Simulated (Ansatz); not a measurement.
**Structures of TiO₂: which is lowest?**

Plane-wave DFT in Ansatz with scalar-relativistic PAW potentials, cutoff 420 eV, Γ-centred meshes chosen by cell and gap, Gaussian smearing with energies taken to zero width. Every cell was relaxed (cell and atoms) in a run of its own, within the symmetry of its start. Functional: PBE.

Relaxed structures (starts from databases or built by putting these elements on another compound's sites):
A. P-3m1, 3 atoms in the computed cell, a = 2.990 Å, c = 5.412 Å; sites (symmetry × multiplicity) Ti -3m. × 1, O 3m. × 2; start: built
B. I4_1/amd, 6 atoms in the computed cell, a = 3.799 Å, c = 9.698 Å; sites (symmetry × multiplicity) Ti -4m2 × 4, O 2mm. × 8; start: database
C. Pbcn, 12 atoms in the computed cell, a = 4.579 Å, b = 5.573 Å, c = 4.924 Å; sites (symmetry × multiplicity) Ti .2. × 4, O 1 × 8; start: database
D. I4/m, 12 atoms in the computed cell, a = 8.809 Å, c = 3.765 Å; sites (symmetry × multiplicity) Ti m.. × 8, O m.. × 8 + m.. × 8; start: database
E. P2_1/c, 12 atoms in the computed cell, a = 4.854 Å, b = 4.905 Å, c = 5.104 Å, β = 100.3°; sites (symmetry × multiplicity) Ti 1 × 4, O 1 × 4 + 1 × 4; start: database
F. P4_2/nmc, 6 atoms in the computed cell, a = 3.389 Å, c = 5.339 Å; sites (symmetry × multiplicity) Ti -4m2 × 2, O 2mm. × 4; start: built
G. P4_2/mnm, 6 atoms in the computed cell, a = 4.643 Å, c = 2.964 Å; sites (symmetry × multiplicity) Ti m.mm × 2, O m.2m × 4; start: database

**Question.** Rank them by energy. Could pressure change the order?

**Answer.**
| structure | group | E − E(lowest) (meV/atom) | V (Å³/atom) | gap on mesh (eV) |
| --- | --- | --- | --- | --- |
| B | I4_1/amd | 0.0 | 11.66 | 2.14 |
| C | Pbcn | 27.2 | 10.47 | 2.62 |
| D | I4/m | 32 | 12.17 | 2.01 |
| G | P4_2/mnm | 32 | 10.65 | 1.86 |
| E | P2_1/c | 64 | 9.96 | 2.37 |
| F | P4_2/nmc | 138 | 10.22 | 2.57 |
| A | P-3m1 | 143 | 13.96 | 2.65 |

B is lowest, 27 meV/atom under C. C is denser by 1.19 Å³/atom, so pressure favours it: ΔE/ΔV, with ΔE in eV and 1 eV/Å³ = 160.2 GPa, gives about 3.6 GPa for equal enthalpy if both cells were rigid, a rough figure since the two compress differently. Other structures may lie lower than all of these, and vibrations aren't counted.